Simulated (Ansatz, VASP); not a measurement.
MoH5: VASP beside Ansatz

```
H Mo
1.0
     3.43341    0.00000    0.00000
    -1.71671    2.97342    0.00000
     0.00000    0.00000    3.11150
H Mo
5 1
Direct
  0.00000 0.70527 0.00000
  0.70527 0.00000 0.00000
  0.29473 0.29473 0.00000
  0.66667 0.33333 0.50000
  0.33333 0.66667 0.50000
  0.00000 0.00000 0.50000
```

Change from the starting cell: species swapped into the YMg5 type (P-62m, No. 189).

Alike in both runs: task relaxation of cell and atoms; functional PBE; k mesh 12 × 12 × 12; occupations gaussian, width 0.1 eV; no spin polarisation.

|  | VASP | Ansatz |
| --- | --- | --- |
| version | VASP 6.6.1 | Ansatz 0.2.0 |
| potentials or method | VASP PAW PBE potentials, release 64 (H, Mo_sv) | scalar-relativistic, plane waves, PAW |
| plane-wave cutoff (eV) | 600 | 420 |
| valence electrons in the cell | 19 | 19 |

```tsv
	VASP	Ansatz	Ansatz less VASP
gap on the k mesh at the Fermi level, each at its own relaxed structure (eV)	none	none	-
relaxed volume (Å³/atom)	5.32	5.31	-0.005
relaxed cell length with the largest relative difference (Å)	3.439	3.437	-0.0020
```

A gap of «none» marks a metal or a gap that the smearing closes.
